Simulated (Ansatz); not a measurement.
# Compressing Y: a fit and a missing row

Y, P6_3/mmc, a = 3.657 Å, c = 5.674 Å. Ansatz: PBE, PAW, 420 eV, Γ-centred 15×15×8 mesh on 2 atoms, Gaussian smearing 0.10 eV; no spin polarisation. Shape and atoms are relaxed at each volume; pressure is positive in compression.

| V (Å³/atom) | P (GPa) |
| --- | --- |
| 28.917 | 6.24 |
| 29.903 | 4.40 |
| 30.889 | 2.76 |
| 31.874 | ? |
| 32.860 | -0.01 |
| 33.846 | -1.17 |
| 34.832 | -2.19 |
| 36.146 | -3.36 |

Task: Take V0 = 32.860 Å³/atom, count pressures from its P0 = -0.01 GPa, fit the third-order Birch–Murnaghan form to the other rows, and predict the missing pressure.

Result: With the Eulerian strain f = ½[(V0/V)^(2/3) − 1] and y = (P − P0)/[3f(1 + 2f)^(5/2)], the form is the line y = B0 + 1.5 B0 (B0′ − 4) f. Rows (f, y): 0.04448, 37.8; 0.03244, 38.7; 0.02105, 39.6; -0.00976, 41.6; -0.01905, 42.0; -0.03078, 42.5. Means f = 0.006397, y = 40.367; Σ(Δf)² = 0.004634, ΣΔfΔy = -0.2932; the slope is their ratio. y = 40.77 − 63.27 f GPa, so B0 = 40.8 GPa and B0′ = 4 + 2 × (-63.27)/(3 × 40.77) = 2.97. At V = 31.874, f = 0.01026, y = 40.12 and P = 1.29 GPa. The run gave 1.29 GPa, the same to the digits shown.